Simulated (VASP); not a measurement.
**CO2: single point with PBE+D3(BJ)**

The system is CO2.

```
C O
1.0
     7.80355    0.00000    0.00000
     0.00000    7.80355    0.00000
     0.00000    0.00000    7.80355
C O
8 16
Cartesian
  7.3222 2.5574 3.5134
  5.6713 6.1016 7.1272
  3.6165 7.0334 3.2554
  0.8800 2.7888 7.2622
  1.4976 6.8853 8.3450
  1.7332 3.6997 4.0504
  7.4363 6.4819 3.6995
  5.3093 1.8683 0.6152
  7.2324 2.9957 4.6178
  7.1705 2.0585 2.4134
  6.3693 5.9545 6.2089
  5.0008 5.9566 8.0399
  3.6207 7.8304 4.0537
  3.4273 6.3947 2.3444
  0.5067 3.4180 8.1373
  1.3104 1.8859 6.4952
  0.8995 7.7888 8.8329
  2.1797 6.0909 7.8068
  1.4821 4.5760 4.7951
  1.8492 2.8308 3.3172
  6.4328 6.1674 3.2386
  8.2826 7.0669 4.2144
  6.1864 1.3185 0.1100
  4.4474 2.4635 1.1579
```

The cell was built by a generator and needn't be a form met in nature.

```json
{
 "Program": "VASP 6.6.1",
 "Task": "single point",
 "Functional": "PBE",
 "Dispersion": "D3(BJ)",
 "Potentials or basis": "VASP PAW PBE potentials, release 64 (C, O)",
 "Cutoff": "520 eV",
 "k mesh": "1 × 1 × 1",
 "Occupations": "fermi-dirac, width 0.02 eV",
 "Spin": "no spin polarisation"
}
```

```yaml
Pressure: 3.5 GPa
Largest_force: 9.035 eV/Å
Band_gap_on_the_k_mesh: 5.73 eV, direct
Dispersion_energy_per_atom: -0.051 eV
```

Forces on the atoms (eV/Å):
```
C   -2.336 -1.528 -1.678
C    1.188 -1.309 -1.437
C   -0.475  0.534 -0.094
C    3.156 -6.955 -4.827
C    0.342  1.048 -0.344
C   -0.434  2.840  2.476
C   -0.207  1.611  0.614
C   -1.843  1.479  1.291
O   -0.040 -0.549 -1.442
O    0.844  1.497  3.470
O    1.204  0.737 -1.609
O   -2.152  0.541  2.999
O    0.870  3.665  4.764
O   -0.389 -4.114 -4.064
O   -1.097  2.597  1.894
O   -1.771  4.476  2.888
O    0.185 -1.123 -0.091
O   -0.735 -0.090  0.029
O    0.846  0.168  0.037
O    1.207 -2.613 -2.396
O   -2.607 -2.076 -1.786
O    2.798  0.802  1.030
O    1.467 -1.434 -1.533
O   -0.021 -0.203 -0.188
```

Stress tensor (GPa, compression positive):
```
4.16 1.66 0.12
1.66 1.95 2.29
0.12 2.29 4.32
```

Levels at points of the mesh, in eV from the valence-band top:
```tsv
k point	band 61	band 62	band 63	band 64	band 65	band 66	band 67	band 68
(0.00, 0.00, 0.00)	-0.32	-0.22	-0.15	0.00	5.73	6.73	6.91	6.99
```

It took 110 s on 1 thread of Intel(R) Xeon(R) Platinum 8175M CPU @ 2.50GHz (Skylake/Cascade Lake) (shared host), peak memory 0.43 GiB.

Caveat: the standard files for N, O and F lose accuracy on very short bonds.
